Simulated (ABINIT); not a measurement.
**NaCl (Fm-3m): G0W0 in ABINIT against the k mesh**

Aim: move the k mesh of a G0W0 run on NaCl (Fm-3m) over a wide range.

Main program and level: ABINIT 10.8.3; PBE and many-body steps on it, plane waves.

The database entry behind the starting cell differs from later determinations by our own check (an axis about 0.4 % short against later determinations), so it need not match the best structure at ambient conditions.

### 1. The starting structure

It takes space group Fm-3m (No. 225, cubic). The conventional cell has a = 5.620 Å, b = 5.620 Å, c = 5.620 Å, α = 90.00°, β = 90.00°, γ = 90.00°. Na has 6 Cl at 2.81 Å nearest. Nearest to Cl lie 6 Na at 2.81 Å. Farther neighbours and most contacts between anions are not listed.

The cell and positions come from the Crystallography Open Database and are kept as given unless a step says otherwise.

### 2. Empty states on the mesh, 4×4×4 mesh, 88 bands

This step: ABINIT 10.8.3; DFT, PBE, plane waves, norm-conserving pseudopotentials.

The sums over transitions need many empty states on a uniform mesh; this step solves for them.

run.abi

```
acell 3*1.0 Angstrom
rprim 
  0.000000000000 2.810000000000 2.810000000000
  2.810000000000 0.000000000000 2.810000000000
  2.810000000000 2.810000000000 0.000000000000
ntypat 2
znucl 11 17
natom 2
typat 1 2
xred 
  0.000000000000 0.000000000000 0.000000000000
  0.500000000000 0.500000000000 0.500000000000
pp_dirpath "pseudos"
pseudos "Na.upf, Cl.upf"
ecut 38
ngkpt 4 4 4
nshiftk 1
shiftk 0 0 0
kptopt 1
chksymbreak 0
iscf -2
irdden 1
istwfk *1
nband 88
nbdbuf 8
tolwfr 1e-09
nstep 60
prtvol 0
indata_prefix "in"
outdata_prefix "out"
tmpdata_prefix "tmp"
```

Started as:

```console
OMP_NUM_THREADS=1 mpirun -n 4 abinit run.abi > log
```

Numbers of over 12 decimals in the logs are rounded to 6 here.

What it wrote:

```text
.Version 10.8.3 of ABINIT. v10.8.2 released Aug 2026.

 Symmetries : space group Fm -3 m (#225); Bravais cF (face-center cubic)
[... echo of the input left out ...]
== DATASET  1 ==================================================================
-   mpi_nproc: 4, omp_nthreads: 1 (-1 if OMP is not activated)

--- !DatasetInfo
iteration_state: {dtset: 1, }
dimensions: {natom: 2, nkpt: 8, mband: 88, nsppol: 1, nspinor: 1, nspden: 1, mpw: 3383, }
cutoff_energies: {ecut:  38.0, pawecutdg:  -1.0, }
[...]
2.80427    2.88683    2.90839    2.90839    2.90839    2.91871    2.91871    2.91871
   3.02479    3.02479    3.02479    3.04581    3.10904    3.10905    3.18257    3.18592
 prteigrs : prtvol=0 or 1, do not print more k-points.

== END DATASET(S) ==============================================================
================================================================================

 -outvars: echo values of variables after computation  --------
            nband          88
             nkpt           8
          spgroup         225
 [... the other variables as echoed above ...]

 Calculation completed.
```

Run time: 42 s. Hardware: 4 MPI ranks of Arm Neoverse N1, shared host; peak memory 0.3 GiB; 2.6 min of CPU time.

This step gave:

- gap: 5.150 eV
- k of the valence top: 0, 0, 0
- k of the conduction bottom: 0, 0, 0
- least direct gap: 5.150 eV
- k points computed: 8
- lowest point of the top converged band, above the valence top: 76.1511 eV

On this mesh the gap is 5.150 eV.

The density comes from a self-consistent run that is not shown.

### 3. Empty states on the mesh, 2×2×2 mesh, 30 bands

Changes to run.abi since step 2:

```diff
@@ -15,3 +15,3 @@
 ecut 38
-ngkpt 4 4 4
+ngkpt 2 2 2
 nshiftk 1
@@ -23,4 +23,4 @@
 istwfk *1
-nband 88
-nbdbuf 8
+nband 30
+nbdbuf 4
 tolwfr 1e-09
```

What it wrote:

```text
.Version 10.8.3 of ABINIT. v10.8.2 released Aug 2026.

 Symmetries : space group Fm -3 m (#225); Bravais cF (face-center cubic)
[... echo of the input left out ...]
== DATASET  1 ==================================================================
-   mpi_nproc: 4, omp_nthreads: 1 (-1 if OMP is not activated)
-    --> not optimal distribution: autoparal keyword recommended in input file <--

--- !DatasetInfo
iteration_state: {dtset: 1, }
dimensions: {natom: 2, nkpt: 3, mband: 30, nsppol: 1, nspinor: 1, nspden: 1, mpw: 3383, }
cutoff_energies: {ecut:  38.0, pawecutdg:  -1.0, }
[...]
0.16946    0.38673    0.38673    0.38673    0.46359    0.46359    0.52942    0.61328
   0.61328    0.61328    0.86349    0.92179    0.92179    0.92179    0.99486    0.99486
   0.99486    1.06047    1.06047    1.24826    1.24826    1.24826
 prteigrs : prtvol=0 or 1, do not print more k-points.

== END DATASET(S) ==============================================================
================================================================================

 -outvars: echo values of variables after computation  --------
            nband          30
             nkpt           3
          spgroup         225
 [... the other variables as echoed above ...]

 Calculation completed.
```

It took 7.5 s on 4 MPI ranks; peak memory 0.26 GiB.

Numbers from this step:

```yaml
gap: 5.150 eV
k_of_the_valence_top: 0, 0, 0
k_of_the_conduction_bottom: 0, 0, 0
least_direct_gap: 5.150 eV
k_points_computed: 3
lowest_point_of_the_top_converged_band_above_the_valence_top: 27.90 eV
```

On this mesh the gap is 5.150 eV.

### 4. Empty states on the mesh, 6×6×6 mesh, 30 bands

Changes to run.abi since step 3:

```diff
@@ -15,3 +15,3 @@
 ecut 38
-ngkpt 2 2 2
+ngkpt 6 6 6
 nshiftk 1
```

What it wrote:

```text
.Version 10.8.3 of ABINIT. v10.8.2 released Aug 2026.

 Symmetries : space group Fm -3 m (#225); Bravais cF (face-center cubic)
[... echo of the input left out ...]
== DATASET  1 ==================================================================
-   mpi_nproc: 4, omp_nthreads: 1 (-1 if OMP is not activated)

--- !DatasetInfo
iteration_state: {dtset: 1, }
dimensions: {natom: 2, nkpt: 16, mband: 30, nsppol: 1, nspinor: 1, nspden: 1, mpw: 3383, }
cutoff_energies: {ecut:  38.0, pawecutdg:  -1.0, }
[...]
0.16946    0.38673    0.38673    0.38673    0.46359    0.46359    0.52942    0.61328
   0.61328    0.61328    0.86349    0.92179    0.92179    0.92179    0.99486    0.99486
   0.99486    1.06047    1.06047    1.24826    1.24826    1.24826
 prteigrs : prtvol=0 or 1, do not print more k-points.

== END DATASET(S) ==============================================================
================================================================================

 -outvars: echo values of variables after computation  --------
            nband          30
             nkpt          16
          spgroup         225
 [... the other variables as echoed above ...]

 Calculation completed.
```

Wall time 19 s (4 MPI ranks); peak memory 0.28 GiB; 67 s of CPU time.

Numbers from this step:

* gap: 5.150 eV
* k of the valence top: 0, 0, 0
* k of the conduction bottom: 0, 0, 0
* least direct gap: 5.150 eV
* k points computed: 16
* lowest point of the top converged band, above the valence top: 27.90 eV

On this mesh the gap is 5.150 eV.

### 5. Screening, 2×2×2 mesh, 26 bands, screening to 106.1 eV

The RPA dielectric matrix is built and inverted for each q.

This step: RPA screening on PBE, plane waves, norm-conserving pseudopotentials.

Changes to run.abi since step 4:

```diff
@@ -15,3 +15,3 @@
 ecut 38
-ngkpt 6 6 6
+ngkpt 2 2 2
 nshiftk 1
@@ -20,10 +20,11 @@
 chksymbreak 0
-iscf -2
-irdden 1
 istwfk *1
-nband 30
-nbdbuf 4
-tolwfr 1e-09
-nstep 60
-prtvol 0
+occopt 1
+irdwfk 1
+optdriver 3
+nband 26
+ecuteps 3.9
+inclvkb 2
+awtr 1
+symchi 1
 indata_prefix "in"
```

What it wrote:

```text
.Version 10.8.3 of ABINIT. v10.8.2 released Aug 2026.

 Symmetries : space group Fm -3 m (#225); Bravais cF (face-center cubic)
[... echo of the input left out ...]
== DATASET  1 ==================================================================
-   mpi_nproc: 4, omp_nthreads: 1 (-1 if OMP is not activated)

--- !DatasetInfo
iteration_state: {dtset: 1, }
dimensions: {natom: 2, nkpt: 3, mband: 26, nsppol: 1, nspinor: 1, nspden: 1, mpw: 3383, }
cutoff_energies: {ecut:  38.0, pawecutdg:  -1.0, }
electrons: {nelect:   1.60000000E+01, charge:   0.00000000E+00, occopt:   1.00000000E+00, tsmear:   1.00000000E-02, }

 SCREENING: Calculation of the susceptibility and dielectric matrices

 Based on a program developped by R.W. Godby, V. Olevano, G. Onida, and L. Reining.
 Incorporated in ABINIT by V. Olevano, G.-M. Rignanese, and M. Torrent.
.Using double precision arithmetic ; gwpc =  8

[... cell and pseudopotentials left out ...]
--------------------------------------------------------------------------------

 ==== K-mesh for the wavefunctions ====
 Number of points in the irreducible wedge :     3
[... list of points left out ...]
 Together with 48 symmetry operations and time-reversal symmetry
 yields     8 points in the full Brillouin Zone.

 ==== Q-mesh for the screening function ====
 Number of points in the irreducible wedge :     3
[... list of points left out ...]
 Together with 48 symmetry operations and time-reversal symmetry
 yields     8 points in the full Brillouin Zone.

 setmesh: FFT mesh size selected  =    27x   27x   27
          total number of points  =        19683

 vcoul_init : cutoff-mode = AUXILIARY_FUNCTION
 q-points for optical limit:   1
     1)      0.000010    0.000020    0.000030

- screening: taking advantage of time-reversal symmetry
- Maximum band index for partially occupied states nbvw = 8
- Remaining bands to be divided among processors   nbcw = 18
- Number of bands treated by each node ~4

 Number of electrons calculated from density =   16.0000; Expected =   16.0000
 average of density, n =  0.053429
 r_s =    1.6471
 omega_plasma =   22.2968 [eV]

 calculating chi0 at frequencies [eV] :
  1    0.000000E+00    0.000000E+00
  2    0.000000E+00    2.229681E+01

--------------------------------------------------------------------------------
  q-point number  1        q = ( 0.000000, 0.000000, 0.000000) [r.l.u.]
--------------------------------------------------------------------------------
[... chi0 elements left out ...]
 For q-point:  0.000010 0.000020 0.000030
  dielectric constant =   3.0204
  dielectric constant without local fields =   3.4976

  Average fulfillment of the sum rule on Im[epsilon] for q-point    1 :     25.05  [%]
[... wings left out ...]
  q-point number  2        q = ( 0.500000, 0.000000, 0.000000) [r.l.u.]
--------------------------------------------------------------------------------
[... chi0 elements left out ...]
  Average fulfillment of the sum rule on Im[epsilon] for q-point    2 :     35.30  [%]

 [... 1 further q-points ...]
```

Run time: 5.6 s. Hardware: 4 MPI ranks; peak memory 0.19 GiB; 15 s of CPU time.

Numbers from this step:

| Item | Value |
| --- | --- |
| ε∞ with local fields, on this mesh, along the program's q direction | 3.020 |
| the same without local fields | 3.498 |
| plasma frequency | 22.30 eV |
| plane waves in the screening matrix | 113 |

Local fields lower ε∞ by 14 %. On a Γ-centred mesh this coarse the value itself is usually too large, while a short band sum pulls it down.

### 6. 2×2×2

This step: G0W0 on PBE, plane waves, norm-conserving pseudopotentials.

Changes to run.abi since step 5:

```diff
@@ -23,8 +23,15 @@
 irdwfk 1
-optdriver 3
+optdriver 4
 nband 26
+gwcalctyp 0
+ecutsigx 38
+symsigma 1
+nkptgw 1
+kptgw 
+  0.0000000000 0.0000000000 0.0000000000
+bdgw 
+  6 12
 ecuteps 3.9
-inclvkb 2
-awtr 1
-symchi 1
+irdscr 1
+ppmodel 1
 indata_prefix "in"
```

What it wrote:

```text
.Version 10.8.3 of ABINIT. v10.8.2 released Aug 2026.

 Symmetries : space group Fm -3 m (#225); Bravais cF (face-center cubic)
[... echo of the input left out ...]
== DATASET  1 ==================================================================
-   mpi_nproc: 4, omp_nthreads: 1 (-1 if OMP is not activated)

--- !DatasetInfo
iteration_state: {dtset: 1, }
dimensions: {natom: 2, nkpt: 3, mband: 26, nsppol: 1, nspinor: 1, nspden: 1, mpw: 3383, }
cutoff_energies: {ecut:  38.0, pawecutdg:  -1.0, }
electrons: {nelect:   1.60000000E+01, charge:   0.00000000E+00, occopt:   1.00000000E+00, tsmear:   1.00000000E-02, }

 SIGMA: Calculation of the GW corrections

 Based on a program developped by R.W. Godby, V. Olevano, G. Onida, and L. Reining.
 Incorporated in ABINIT by V. Olevano, G.-M. Rignanese, and M. Torrent.
.Using double precision arithmetic ; gwpc =  8

[... cell and pseudopotentials left out ...]
--------------------------------------------------------------------------------

 ==== K-mesh for the wavefunctions ====
 Number of points in the irreducible wedge :     3
[... list of points left out ...]
 Together with 48 symmetry operations and time-reversal symmetry
 yields     8 points in the full Brillouin Zone.

 ==== Q-mesh for screening function ====
 Number of points in the irreducible wedge :     3
[... list of points left out ...]
 Together with 48 symmetry operations and time-reversal symmetry
 yields     8 points in the full Brillouin Zone.

 vcoul_init : cutoff-mode = AUXILIARY_FUNCTION
 q-points for optical limit:   1
     1)      0.000010    0.000020    0.000030
 setmesh: FFT mesh size selected  =    45x   45x   45
          total number of points  =        91125

 Number of electrons calculated from density =   16.0000; Expected =   16.0000
 average of density, n =  0.053429
 r_s =    1.6471
 omega_plasma =   22.2968 [eV]

 === KS Band Gaps ===
  >>>> For spin  1
   Minimum direct gap =   5.1497 [eV], located at k-point      :   0.0000  0.0000  0.0000
   Fundamental gap    =   5.1497 [eV], Top of valence bands at :   0.0000  0.0000  0.0000
                                       Bottom of conduction at :   0.0000  0.0000  0.0000
 SIGMA fundamental parameters:
 PLASMON POLE MODEL  1
 number of plane-waves for SigmaX                 3383
 number of plane-waves for SigmaC and W            113
 number of plane-waves for wavefunctions          3383
 number of bands                                    26
 number of independent spin polarizations            1
 number of spinorial components                      1
 number of k-points in IBZ                           3
 number of q-points in IBZ                           3
 number of symmetry operations                      48
 number of k-points in BZ                            8
 number of q-points in BZ                            8
 number of frequencies for dSigma/dE                 9
 frequency step for dSigma/dE [eV]                0.25
 number of omega for Sigma on real axis              0
 max omega for Sigma on real axis  [eV]           0.00
 zcut for avoiding poles [eV]                     0.10

 EPSILON^-1 parameters (SCR file):
 dimension of the eps^-1 matrix on file            113
 dimension of the eps^-1 matrix used               113
 number of plane-waves for wavefunctions          3383
 number of bands                                    26
 number of q-points in IBZ                           3
 number of frequencies                               2
 number of real frequencies                          1
 number of imag frequencies                          1

 matrix elements of self-energy operator (all in [eV])

 Perturbative Calculation

--- !SelfEnergy_ee
iteration_state: {dtset: 1, }
kpoint     : [   0.000,    0.000,    0.000, ]
spin       : 1
KS_gap     :    5.150
QP_gap     :    7.603
Delta_QP_KS:    2.453
data: !SigmaeeData |
     Band     E0 <VxcDFT>   SigX SigC(E0)      Z dSigC/dE  Sig(E)    E-E0       E
        6  -0.539 -14.531 -18.517   2.674   0.817  -0.224 -15.603  -1.072  -1.611
        7  -0.539 -14.531 -18.517   2.674   0.817  -0.224 -15.603  -1.072  -1.611
        8  -0.539 -14.531 -18.517   2.674   0.817  -0.224 -15.603  -1.072  -1.611
        9   4.611  -8.072  -3.748  -2.722   0.862  -0.160  -6.692   1.381   5.992
       10  10.523  -8.308  -3.446  -2.588   0.857  -0.167  -6.359   1.949  12.472
       11  10.523  -8.308  -3.446  -2.588   0.857  -0.167  -6.359   1.949  12.472
       12  10.523  -8.308  -3.446  -2.588   0.857  -0.167  -6.359   1.949  12.472

== END DATASET(S) ==============================================================
================================================================================

 -outvars: echo values of variables after computation  --------
           etotal      0.0000000000E+00
            nband          26
             nkpt           3
          spgroup         225
 [... the other variables as echoed above ...]

 Calculation completed.
```

Run time: 5.6 s. Hardware: 4 MPI ranks; peak memory 0.19 GiB; 14 s of CPU time.

Numbers from this step:

* G0W0 gap on the points computed: 7.603 eV
* starting gap on the mesh: 5.150 eV
* k of the valence top: 0, 0, 0
* k of the conduction bottom: 0, 0, 0
* Z at the valence top: 0.817
* Z at the conduction bottom: 0.862
* least direct G0W0 gap on the computed points: 7.603 eV

### 7. Screening, 4×4×4 mesh, 26 bands, screening to 106.1 eV

This step: RPA screening on PBE, plane waves, norm-conserving pseudopotentials.

Changes to run.abi since step 6:

```diff
@@ -15,3 +15,3 @@
 ecut 38
-ngkpt 2 2 2
+ngkpt 4 4 4
 nshiftk 1
@@ -23,15 +23,8 @@
 irdwfk 1
-optdriver 4
+optdriver 3
 nband 26
-gwcalctyp 0
-ecutsigx 38
-symsigma 1
-nkptgw 1
-kptgw 
-  0.0000000000 0.0000000000 0.0000000000
-bdgw 
-  6 12
 ecuteps 3.9
-irdscr 1
-ppmodel 1
+inclvkb 2
+awtr 1
+symchi 1
 indata_prefix "in"
```

What it wrote:

```text
.Version 10.8.3 of ABINIT. v10.8.2 released Aug 2026.

 Symmetries : space group Fm -3 m (#225); Bravais cF (face-center cubic)
[... echo of the input left out ...]
== DATASET  1 ==================================================================
-   mpi_nproc: 4, omp_nthreads: 1 (-1 if OMP is not activated)

--- !DatasetInfo
iteration_state: {dtset: 1, }
dimensions: {natom: 2, nkpt: 8, mband: 26, nsppol: 1, nspinor: 1, nspden: 1, mpw: 3383, }
cutoff_energies: {ecut:  38.0, pawecutdg:  -1.0, }
electrons: {nelect:   1.60000000E+01, charge:   0.00000000E+00, occopt:   1.00000000E+00, tsmear:   1.00000000E-02, }

 SCREENING: Calculation of the susceptibility and dielectric matrices

 Based on a program developped by R.W. Godby, V. Olevano, G. Onida, and L. Reining.
 Incorporated in ABINIT by V. Olevano, G.-M. Rignanese, and M. Torrent.
.Using double precision arithmetic ; gwpc =  8

[... cell and pseudopotentials left out ...]
--------------------------------------------------------------------------------

 ==== K-mesh for the wavefunctions ====
 Number of points in the irreducible wedge :     8
[... list of points left out ...]
 Together with 48 symmetry operations and time-reversal symmetry
 yields    64 points in the full Brillouin Zone.

 ==== Q-mesh for the screening function ====
 Number of points in the irreducible wedge :     8
[... list of points left out ...]
 Together with 48 symmetry operations and time-reversal symmetry
 yields    64 points in the full Brillouin Zone.

 setmesh: FFT mesh size selected  =    27x   27x   27
          total number of points  =        19683

 vcoul_init : cutoff-mode = AUXILIARY_FUNCTION
 q-points for optical limit:   1
     1)      0.000010    0.000020    0.000030

- screening: taking advantage of time-reversal symmetry
- Maximum band index for partially occupied states nbvw = 8
- Remaining bands to be divided among processors   nbcw = 18
- Number of bands treated by each node ~4

 Number of electrons calculated from density =   16.0000; Expected =   16.0000
 average of density, n =  0.053429
 r_s =    1.6471
 omega_plasma =   22.2968 [eV]

 calculating chi0 at frequencies [eV] :
  1    0.000000E+00    0.000000E+00
  2    0.000000E+00    2.229681E+01

--------------------------------------------------------------------------------
  q-point number  1        q = ( 0.000000, 0.000000, 0.000000) [r.l.u.]
--------------------------------------------------------------------------------
[... chi0 elements left out ...]
 For q-point:  0.000010 0.000020 0.000030
  dielectric constant =   2.3533
  dielectric constant without local fields =   2.7714

  Average fulfillment of the sum rule on Im[epsilon] for q-point    1 :     25.95  [%]
[... wings left out ...]
  q-point number  2        q = ( 0.250000, 0.000000, 0.000000) [r.l.u.]
--------------------------------------------------------------------------------
[... chi0 elements left out ...]
  Average fulfillment of the sum rule on Im[epsilon] for q-point    2 :     42.36  [%]

 [... 6 further q-points ...]
```

Run time: 16 s. Hardware: 4 MPI ranks; peak memory 0.47 GiB.

Numbers from this step:

```yaml
eps_infinity_with_local_fields_on_this_mesh_along_the_program_s_q_direction: 2.353
the_same_without_local_fields: 2.771
plasma_frequency: 22.30 eV
plane_waves_in_the_screening_matrix: 113
```

[end of part 1 of 2]

[Paths, hosts, dates, memory and timing lines, banners, echoed tables and standing remarks are left out of the program output.]

[Logs are printed without paths, hosts, clocks, repeated set-up lines and the standing remarks that a program may print on its own settings, such as how far it seeks lower states.]

[Runs of the session that timed out or met a known fault of the program may be left out.]

[Hosts, paths, dates, database ids (printed as entryN), source tags and the programs' standing remarks are cut or masked in the printed files.]

[G0W0 gaps are taken among the corrected bands and points alone; a level outside them can change the order at an edge.]

[Where Ansatz stands beside ABINIT at settings called matched, ABINIT's density can come from a denser mesh and the files from another edition; pairs whose starting gaps differed by over 0.03 eV were left out, so agreement reads better than it is.]
